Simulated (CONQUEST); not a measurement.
Crystal: C.

```xyz
4
Lattice="2.5221 0.0000 0.0000 0.0000 2.5221 0.0000 0.0000 0.0000 3.5667" Properties=species:S:1:pos:R:3 pbc="T T T"
C     0.0000    1.2610    0.8917
C     1.2610    0.0000    2.6751
C     0.0000    0.0000    1.7834
C     1.2610    1.2610    0.0000
```

This isn't the form of C at room conditions, which is graphite.

Base run:

| Property | Result |
| --- | --- |
| Program | CONQUEST 1.3 |
| Functional | PBE |
| Potentials or basis | PseudoDojo NC PBE, DZ, grid cutoff 120 Ha |
| k mesh | 8 × 8 × 6 |
| Occupations | fermi-dirac, width 0.05 eV |
| Spin | no spin polarisation |

Its results: band gap on the k mesh 5.23 eV; pressure 13.5 GPa.

Question: The run is repeated on the same cell with these changes: potentials or basis from PseudoDojo NC PBE, DZ, grid cutoff 120 Ha to PseudoDojo NC PBE, SZP, grid cutoff 120 Ha. What comes out?

Answer: Band gap on the k mesh 4.54 eV; pressure 18.5 GPa.

Caveats: the atomic basis is small; the basis of atomic orbitals isn't converged, which shifts pressures, moduli and gaps; the real-space grid breaks the cell's symmetry a little; so large a pressure means that the cell lies far from this level's equilibrium, or that cutoff or potentials fall short (some runs).

A k mesh can miss the band edges.
